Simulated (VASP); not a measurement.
# InP (F-43m) in VASP: further runs, part 2 of 3

VASP 6.6.1. Earlier steps stand in the parts before.

**4. Single point, PBEsol, spin-orbit coupling, no magnetisation**

INCAR

```
PREC = Accurate ; ENCUT = 300
EDIFF = 1E-7 ; ISMEAR = 0
SIGMA = 0.02 ; LREAL = False
LASPH = True ; NELM = 100
ALGO = Normal ; ISIF = 2
LWAVE = False ; LCHARG = False
MAGMOM = 0 0 0 0 0 0 ; LORBIT = 11
LSORBIT = True ; GGA_COMPAT = False
GGA = PS ; NBANDS = 34
```

KPOINTS

```
Automatic mesh
0
Gamma
  6 6 6
```

POSCAR

```
InP
1.0
    0.0000000000      2.9305000000      2.9305000000
    2.9305000000      0.0000000000      2.9305000000
    2.9305000000      2.9305000000      0.0000000000
In P
1 1
Direct
    0.0000000000      0.0000000000      0.0000000000
    0.7500000000      0.7500000000      0.7500000000
```

Potentials or basis: VASP PAW PBE potentials, release 64 (In_d, P).

Started as:

```
> cat potpaw_PBE.64/In_d/POTCAR potpaw_PBE.64/P/POTCAR > POTCAR
> mpirun -np 1 vasp_ncl > vasp.out
```

OUTCAR:

```text
PREC = Accurate
   ENCUT = 300
   EDIFF = 1E-7
   ISMEAR = 0
   LREAL = False
   LASPH = True
   NELM = 100
   ISIF = 2
   LORBIT = 11
   LSORBIT = True
   GGA = PS

 Found     22 irreducible k-points:

 Following reciprocal coordinates:
            Coordinates               Weight
  0.000000  0.000000  0.000000      1.000000
  0.166667  0.000000  0.000000      4.000000
 -0.166667  0.000000  0.000000      4.000000
  0.333333  0.000000  0.000000      4.000000
 -0.333333  0.000000  0.000000      4.000000
  0.500000  0.000000  0.000000      4.000000
   k-points           NKPTS =     22   k-points in BZ     NKDIM =     22   number of bands    NBANDS=     34
   number of dos      NEDOS =    301   number of ions     NIONS =      2
   total plane-waves  NPLWV =  13824
   dimension x,y,z NGX =    24 NGY =   24 NGZ =   24
   dimension x,y,z NGXF=    48 NGYF=   48 NGZF=   48
   ions per type =               1   1
   NGX,Y,Z   is equivalent  to a cutoff of   9.63,  9.63,  9.63 a.u.
   NGXF,Y,Z  is equivalent  to a cutoff of  19.25, 19.25, 19.25 a.u.
 SYSTEM =  unknown system
   PREC   = accura    normal or accurate (medium, high low for compatibility)
   ISTART =      0    job   : 0-new  1-cont  2-samecut
   ICHARG =      2    charge: 1-file 2-atom 10-const
   ISPIN  =      1    spin polarized calculation?
[... 317 lines left out ...]
     0.0000000     0.0000000     0.0000000     0.0000000     0.0000000     0.0000000     0.0000000
     0.0000000     0.0000000     0.0000000     0.0000000     0.0000000     0.0000000     0.0000000
     0.0000000     0.0000000     0.0000000     0.0000000     0.0000000     0.0000000     0.0000000
     0.0000000     0.0000000     0.0000000     0.0000000     0.0000000     0.0000000     0.0000000

 Ion:    2  E_soc:     -0.0010820
 l=   1
     0.0000000    -0.0001803    -0.0001803
    -0.0001803     0.0000000    -0.0001803
    -0.0001803    -0.0001803     0.0000000
 l=   2
     0.0000000     0.0000000     0.0000000     0.0000000     0.0000000
     0.0000000     0.0000000     0.0000000     0.0000000     0.0000000
     0.0000000     0.0000000     0.0000000     0.0000000     0.0000000
     0.0000000     0.0000000     0.0000000     0.0000000     0.0000000
     0.0000000     0.0000000     0.0000000     0.0000000     0.0000000
 l=   3
     0.0000000     0.0000000     0.0000000     0.0000000     0.0000000     0.0000000     0.0000000
     0.0000000     0.0000000     0.0000000     0.0000000     0.0000000     0.0000000     0.0000000
     0.0000000     0.0000000     0.0000000     0.0000000     0.0000000     0.0000000     0.0000000
     0.0000000     0.0000000     0.0000000     0.0000000     0.0000000     0.0000000     0.0000000
     0.0000000     0.0000000     0.0000000     0.0000000     0.0000000     0.0000000     0.0000000
     0.0000000     0.0000000     0.0000000     0.0000000     0.0000000     0.0000000     0.0000000
     0.0000000     0.0000000     0.0000000     0.0000000     0.0000000     0.0000000     0.0000000

 total charge

# of ion       s       p       d       tot
------------------------------------------
    1        0.829   0.778   9.893  11.500
    2        1.026   1.484   0.000   2.511
--------------------------------------------------
tot          1.855   2.263   9.893  14.011

 magnetization (x)

# of ion       s       p       d       tot
------------------------------------------
    1       -0.000   0.000  -0.000  -0.000
    2        0.000  -0.000   0.000  -0.000
--------------------------------------------------
tot         -0.000  -0.000  -0.000  -0.000

 magnetization (y)

# of ion       s       p       d       tot
------------------------------------------
    1        0.000   0.000   0.000   0.000
    2        0.000  -0.000   0.000  -0.000
--------------------------------------------------
tot          0.000  -0.000   0.000  -0.000

 magnetization (z)

# of ion       s       p       d       tot
------------------------------------------
    1       -0.000   0.000   0.000   0.000
    2        0.000  -0.000   0.000  -0.000
--------------------------------------------------
tot         -0.000   0.000   0.000   0.000
```

OSZICAR:

```text
N       E                     dE             d eps       ncg     rms          rms(c)
DAV:   1     0.128607812729E+03    0.12861E+03   -0.56794E+03  1504   0.823E+02
DAV:   2     0.285852923396E+01   -0.12575E+03   -0.11927E+03  1602   0.251E+02
DAV:   3    -0.911865124407E+01   -0.11977E+02   -0.11788E+02  1796   0.916E+01
DAV:   4    -0.955854648992E+01   -0.43990E+00   -0.43896E+00  1824   0.180E+01
DAV:   5    -0.958289366564E+01   -0.24347E-01   -0.24343E-01  2288   0.375E+00    0.559E+00
DAV:   6    -0.921078836295E+01    0.37211E+00   -0.42147E-01  2160   0.122E+01    0.322E+00
DAV:   7    -0.917884409132E+01    0.31944E-01   -0.17968E-01  2388   0.321E+00    0.124E+00
DAV:   8    -0.917563822222E+01    0.32059E-02   -0.14299E-02  2194   0.142E+00    0.716E-01
DAV:   9    -0.917568091312E+01   -0.42691E-04   -0.15056E-03  1692   0.224E-01    0.162E-01
DAV:  10    -0.917571588086E+01   -0.34968E-04   -0.43019E-04  2138   0.365E-01    0.100E-01
DAV:  11    -0.917576674306E+01   -0.50862E-04   -0.89004E-05  1774   0.824E-02    0.324E-02
DAV:  12    -0.917577389188E+01   -0.71488E-05   -0.22711E-05  2036   0.451E-02    0.147E-02
DAV:  13    -0.917577364644E+01    0.24544E-06   -0.14109E-06  1824   0.965E-03    0.675E-03
DAV:  14    -0.917577362366E+01    0.22775E-07   -0.19802E-07  1736   0.237E-03
   1 F= -.91757736E+01 E0= -.91757736E+01  d E =-.513004E-32  mag=     0.0000     0.0000    -0.0000
```

Wall time 27 s (1 thread of Intel Xeon Platinum 8488C (Sapphire Rapids), shared host); peak memory 0.19 GiB.

These settings aren't checked as converged: the numbers below hold their error.

Results:

* Free energy: -9.1758 eV
* Pressure: 0.2 GPa
* Valence electrons inside the program's atomic spheres: In 11.50; P 2.51

Caveat: the cutoff is under 1.25 times the usual one of these potentials, so pressure, stress and relaxed cells hold a basis-set (Pulay) error; the PAW data sets were made with another functional, which shifts forces and pressure a little.

**5. Single point, PBEsol, spin-orbit coupling, no magnetisation**

INCAR, as its differences from that of step 4:

```diff
@@ -1,2 +1,2 @@
-PREC = Accurate ; ENCUT = 300
+PREC = Accurate ; ENCUT = 500
 EDIFF = 1E-7 ; ISMEAR = 0
```

KPOINTS

```
Automatic mesh
0
Gamma
  5 5 5
```

POSCAR is that of step 4.

Potentials or basis: VASP PAW PBE potentials, release 64 (In_d, P).

Started as:

```
> cat potpaw_PBE.64/In_d/POTCAR potpaw_PBE.64/P/POTCAR > POTCAR
> mpirun -np 1 vasp_ncl > vasp.out
```

OUTCAR:

```text
PREC = Accurate
   ENCUT = 500
   EDIFF = 1E-7
   ISMEAR = 0
   LREAL = False
   LASPH = True
   NELM = 100
   ISIF = 2
   LORBIT = 11
   LSORBIT = True
   GGA = PS

 Found     14 irreducible k-points:

 Following reciprocal coordinates:
            Coordinates               Weight
  0.000000  0.000000  0.000000      1.000000
  0.200000  0.000000  0.000000      4.000000
 -0.200000  0.000000  0.000000      4.000000
  0.400000  0.000000  0.000000      4.000000
 -0.400000  0.000000  0.000000      4.000000
  0.200000  0.200000  0.000000      6.000000
   k-points           NKPTS =     14   k-points in BZ     NKDIM =     14   number of bands    NBANDS=     34
   number of dos      NEDOS =    301   number of ions     NIONS =      2
   total plane-waves  NPLWV =  27000
   dimension x,y,z NGX =    30 NGY =   30 NGZ =   30
   dimension x,y,z NGXF=    60 NGYF=   60 NGZF=   60
   ions per type =               1   1
   NGX,Y,Z   is equivalent  to a cutoff of  12.03, 12.03, 12.03 a.u.
   NGXF,Y,Z  is equivalent  to a cutoff of  24.07, 24.07, 24.07 a.u.
 SYSTEM =  unknown system
   PREC   = accura    normal or accurate (medium, high low for compatibility)
   ISTART =      0    job   : 0-new  1-cont  2-samecut
   ICHARG =      2    charge: 1-file 2-atom 10-const
   ISPIN  =      1    spin polarized calculation?
   LNONCOLLINEAR =      T non collinear calculations
   LSORBIT =      T    spin-orbit coupling
   LASPH  =      T    aspherical Exc in radial PAW
   ENCUT  =  500.0 eV  36.75 Ry    6.06 a.u.   7.56  7.56  7.56*2*pi/ulx,y,z
   NELM   =    100;   NELMIN=  2; NELMDL= -5     # of ELM steps
   EDIFF  = 0.1E-06   stopping-criterion for ELM
   LREAL  =      F    real-space projection
   EDIFFG = 0.1E-05   stopping-criterion for IOM
   NSW    =      0    number of steps for IOM
   IBRION =     -1    ionic relax: 0-MD 1-quasi-New 2-CG
   NFREE  =      0    steps in history (QN), initial steepest desc. (CG)
   ISIF   =      2    stress and relaxation
   ISYM   =      2    0-nonsym 1-usesym 2-fastsym
   POTIM  = 0.5000    time-step for ionic-motion
   TEBEG  =    0.0;   TEEND  =   0.0 temperature during run
   PSTRESS=    0.0 pullay stress
   NELECT =      18.0000    total number of electrons
   NUPDOWN=      -1.0000    fix difference up-down
   EMIN   =  10.00;   EMAX   =-10.00  energy-range for DOS
   EFERMI =   0.00;   METHOD = LEGACY
   ISMEAR =     0;   SIGMA  =   0.02  broadening in eV -4-tet -1-fermi 0-gaus
   EFERMI_NEDOS =   21; number of points for ismear=-14 and -15
   IALGO  =     38    algorithm
   IMIX   =      4    mixing-type and parameters
     AMIX     =   0.40;   BMIX     =  1.00
     AMIX_MAG =   1.60;   BMIX_MAG =  1.00
  volume/ion in A,a.u.               =      25.17       169.83
  Fermi-wavevector in a.u.,A,eV,Ry     =   1.162021  2.195901 18.371846  1.350293
  Thomas-Fermi vector in A             =   2.298587
   LORBIT       =     11    0 simple, 1 ext, 2 COOP (PROOUT), +10 PAW based schemes
   GGA     = PS    functional components
   LHFCALC =     F    Hartree Fock is set to
   AEXX    =    0.0000 exact exchange contribution
   IVDW    =     0    specifies the selected vdW correction
   LEPSILON=     F    determine dielectric tensor
   LRPA    =     F    only Hartree local field effects (RPA)
 Gauss-broadening in eV      SIGMA  =   0.02
  energy-cutoff  :      500.00
  volume of cell :       50.33
 maximum number of plane-waves:      2592
 NGX is ok and might be reduce to    30
   NGX = 15   NGY = 15   NGZ = 15

 number of electron      18.0000009 magnetization       0.0000000     -0.0000000     -0.0000000

[... 17 lines left out ...]
 val. band max:        5.1391501031   @ k =   0.0000   0.0000   0.0000
 cond. band min:       5.7180472354   @ k =   0.0000   0.0000   0.0000
 fundamental gap:      0.5788971323
 Fermi energy:         5.3038581075

 k-point     1 :       0.0000    0.0000    0.0000
  band No.  band energies     occupation
      1      -9.5063      1.00000
      2      -9.5063      1.00000
      3      -9.5063      1.00000
      4      -9.5063      1.00000
      5      -8.7289      1.00000
      6      -8.7289      1.00000
[... 187 lines left out ...]
     29      14.8859      0.00000
     30      14.8859      0.00000

 [... further k-points ...]

 [bands above 30 left out]

------------------------ aborting loop because EDIFF is reached ----------------------------------------

  FORCE on cell =-STRESS in cart. coord.  units (eV):
  Direction    XX          YY          ZZ          XY          YZ          ZX
  --------------------------------------------------------------------------------------
  -------------------------------------------------------------------------------------
  Total        0.1814954      0.1814954      0.1814954      0.0000000      0.0000000     -0.0000000
  in kB        5.7772477      5.7772477      5.7772477      0.0000000      0.0000000     -0.0000000
  external PRESSURE =       5.7772477 kB  Pullay stress =       0.0000000 kB

 VOLUME and BASIS-vectors are now :
 -----------------------------------------------------------------------------
  energy-cutoff  :      500.00
  volume of cell :       50.33
      direct lattice vectors                 reciprocal lattice vectors
     0.000000000  2.930500000  2.930500000    -0.170619348  0.170619348  0.170619348
     2.930500000  0.000000000  2.930500000     0.170619348 -0.170619348  0.170619348
     2.930500000  2.930500000  0.000000000     0.170619348  0.170619348 -0.170619348

 POSITION                                       TOTAL-FORCE (eV/Angst)
 -----------------------------------------------------------------------------------
      0.00000      0.00000      0.00000        -0.000000     -0.000000     -0.000000
      4.39575      4.39575      4.39575         0.000000      0.000000      0.000000
 -----------------------------------------------------------------------------------
    total drift:                               -0.000000     -0.000000     -0.000000

  FREE ENERGIE OF THE ION-ELECTRON SYSTEM (eV)
  ---------------------------------------------------
  free  energy   TOTEN  =        -9.1541233907 eV

  energy  without entropy=       -9.1541233907  energy(sigma->0) =       -9.15412339

 Spin-Orbit-Coupling matrix elements

 Ion:    1  E_soc:     -0.0727358
 l=   1
     0.0000000    -0.0055700    -0.0055700
    -0.0055700     0.0000000    -0.0055700
    -0.0055700    -0.0055700     0.0000000
 l=   2
     0.0000000    -0.0013454     0.0000000    -0.0013454    -0.0052072
    -0.0013454     0.0000000    -0.0039054    -0.0013454    -0.0013018
     0.0000000    -0.0039054     0.0000000    -0.0039054     0.0000000
    -0.0013454    -0.0013454    -0.0039054     0.0000000    -0.0013018
    -0.0052072    -0.0013018     0.0000000    -0.0013018     0.0000000
 l=   3
     0.0000000     0.0000000     0.0000000     0.0000000     0.0000000     0.0000000     0.0000000
     0.0000000     0.0000000     0.0000000     0.0000000     0.0000000     0.0000000     0.0000000
     0.0000000     0.0000000     0.0000000     0.0000000     0.0000000     0.0000000     0.0000000
     0.0000000     0.0000000     0.0000000     0.0000000     0.0000000     0.0000000     0.0000000
     0.0000000     0.0000000     0.0000000     0.0000000     0.0000000     0.0000000     0.0000000
     0.0000000     0.0000000     0.0000000     0.0000000     0.0000000     0.0000000     0.0000000
     0.0000000     0.0000000     0.0000000     0.0000000     0.0000000     0.0000000     0.0000000

 Ion:    2  E_soc:     -0.0010429
 l=   1
     0.0000000    -0.0001738    -0.0001738
    -0.0001738     0.0000000    -0.0001738
    -0.0001738    -0.0001738     0.0000000
 l=   2
     0.0000000     0.0000000     0.0000000     0.0000000     0.0000000
     0.0000000     0.0000000     0.0000000     0.0000000     0.0000000
     0.0000000     0.0000000     0.0000000     0.0000000     0.0000000
     0.0000000     0.0000000     0.0000000     0.0000000     0.0000000
     0.0000000     0.0000000     0.0000000     0.0000000     0.0000000
 l=   3
     0.0000000     0.0000000     0.0000000     0.0000000     0.0000000     0.0000000     0.0000000
     0.0000000     0.0000000     0.0000000     0.0000000     0.0000000     0.0000000     0.0000000
     0.0000000     0.0000000     0.0000000     0.0000000     0.0000000     0.0000000     0.0000000
     0.0000000     0.0000000     0.0000000     0.0000000     0.0000000     0.0000000     0.0000000
     0.0000000     0.0000000     0.0000000     0.0000000     0.0000000     0.0000000     0.0000000
     0.0000000     0.0000000     0.0000000     0.0000000     0.0000000     0.0000000     0.0000000
     0.0000000     0.0000000     0.0000000     0.0000000     0.0000000     0.0000000     0.0000000

 total charge

# of ion       s       p       d       tot
------------------------------------------
    1        0.825   0.779   9.901  11.505
    2        1.023   1.486   0.000   2.509
--------------------------------------------------
tot          1.848   2.265   9.901  14.014

 magnetization (x)

# of ion       s       p       d       tot
------------------------------------------
    1        0.000   0.000  -0.000   0.000
    2        0.000   0.000   0.000   0.000
--------------------------------------------------
tot          0.000   0.000  -0.000   0.000

 magnetization (y)

# of ion       s       p       d       tot
------------------------------------------
    1        0.000  -0.000  -0.000  -0.000
    2        0.000   0.000   0.000   0.000
--------------------------------------------------
tot          0.000  -0.000  -0.000   0.000

 magnetization (z)

# of ion       s       p       d       tot
------------------------------------------
    1        0.000   0.000  -0.000   0.000
    2       -0.000   0.000   0.000   0.000
--------------------------------------------------
tot         -0.000   0.000  -0.000   0.000
```

stdout:

```text
POSCAR found type information on POSCAR InP
 POSCAR found :  2 types and       2 ions
 scaLAPACK will be used
 -----------------------------------------------------------------------------
|                                                                             |
|                                                                             |
|     You enforced a specific xc type in the INCAR file but a different       |
|     I HOPE YOU KNOW WHAT YOU ARE DOING!                                     |
|                                                                             |
 -----------------------------------------------------------------------------

 LDA part: xc-table for (Slater+PW92), standard interpolation
 POSCAR, INCAR and KPOINTS ok, starting setup
 FFT: planning ... GRIDC
 FFT: planning ... GRID_SOFT
 FFT: planning ... GRID
 WAVECAR not read
 entering main loop
```

It took 47 s on 1 thread of Intel Xeon Platinum 8488C (Sapphire Rapids), shared host; peak memory 0.28 GiB.

These settings aren't checked as converged: the numbers below hold their error.

What came out:

| Item | Value |
| --- | --- |
| Free energy | -9.1541 eV |
| Pressure | 0.6 GPa |
| Valence electrons inside the program's atomic spheres | In 11.51; P 2.51 |

Caveat: the k mesh is coarse (spacing up to 0.37 Å⁻¹), so the values aren't converged; the PAW data sets were made with another functional, which shifts forces and pressure a little.

(Part 2 of 3 ends here.)
